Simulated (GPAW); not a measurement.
Te2Mo: band structure with PBE

**Experimental background.**

“Broadband infrared study of pressure-tunable Fano resonance and metallization transition in 2H-MoTe2”, 2022, pmc:9569381 quotes, for a bulk crystal of Te2Mo at 300 K: band gap 0.88 ± 0.05 eV (indirect).

The system is Te2Mo.

```
CELL_PARAMETERS angstrom
3.51820 0.00000 0.00000
-1.75910 3.04685 0.00000
0.00000 0.00000 13.97360
ATOMIC_POSITIONS crystal
Te 0.66667 0.33333 0.37900
Te 0.33333 0.66667 0.87900
Te 0.66667 0.33333 0.12100
Te 0.33333 0.66667 0.62100
Mo 0.66667 0.33333 0.75000
Mo 0.33333 0.66667 0.25000
```

```yaml
Program: GPAW 26.7.0
Task: band structure
Functional: PBE
Potentials_or_basis: GPAW PAW data sets (gpaw-data 1.2.1)
Cutoff: 600 eV
Basis: pw
k_mesh: 9 × 9 × 2
Occupations: fermi-dirac, width 0.05 eV
Spin: no spin polarisation
Maxiter: 150
Band_path: GMKGALHA,LM,KH
Band_points: 80
```

The pressure is 2.3 GPa. The largest force is 0.104 eV/Å. The band gap on the k mesh is 0.77 eV, indirect (least direct gap 1.03 eV) and the band gap along the path is 0.70 eV, indirect (least direct gap 1.03 eV).

Forces in eV/Å, atoms in the order of the input:
```
Te   0.000  0.000  0.103
Te   0.000  0.000  0.104
Te   0.000  0.000 -0.104
Te   0.000  0.000 -0.103
Mo   0.000  0.000  0.000
Mo   0.000  0.000  0.000
```

Stress tensor (GPa, compression positive):
```
2.10 0.00 0.00
0.00 2.10 0.00
0.00 0.00 2.71
```

Levels at the corners of the path, in eV from the valence-band top:
```
point  band 24  band 25  band 26  band 27  band 28  band 29
    Γ    -1.01    -0.32     0.00     2.90     2.90     3.03
    M    -0.96    -0.61    -0.33     1.25     1.30     1.44
    K    -1.82    -0.31    -0.07     0.95     0.95     1.16
    Γ    -1.01    -0.32     0.00     2.90     2.90     3.03
    A    -1.03    -0.08    -0.08     2.93     2.93     2.93
    L    -0.97    -0.47    -0.47     1.27     1.27     1.62
    H    -1.97    -0.22    -0.22     0.96     0.96     1.62
    A    -1.03    -0.08    -0.08     2.93     2.93     2.93
    L    -0.97    -0.47    -0.47     1.27     1.27     1.62
    M    -0.96    -0.61    -0.33     1.25     1.30     1.44
    K    -1.82    -0.31    -0.07     0.95     0.95     1.16
    H    -1.97    -0.22    -0.22     0.96     0.96     1.62
```

Wall time 5.2 min on 1 thread of Arm Neoverse V2, with other jobs on the host, peak memory 0.92 GiB.

Measured gap of Te2Mo: 0.88 eV (indirect; 300 K; quoted in “Broadband infrared study of pressure-tunable Fano resonance and metallization transition in 2H-MoTe2”, 2022, pmc:9569381). This calculation gives 0.70 eV (-0.18 eV). Spin-orbit coupling on Mo, Te is left out. The value is that of PBE, without temperature or zero-point motion. Semilocal functionals fall short of measured gaps as a rule.

Caveat: spin-orbit coupling is left out, which moves the levels of the heavy elements; this functional lacks dispersion, which binds the layers, so the pressure and a relaxed spacing across them are unreliable.
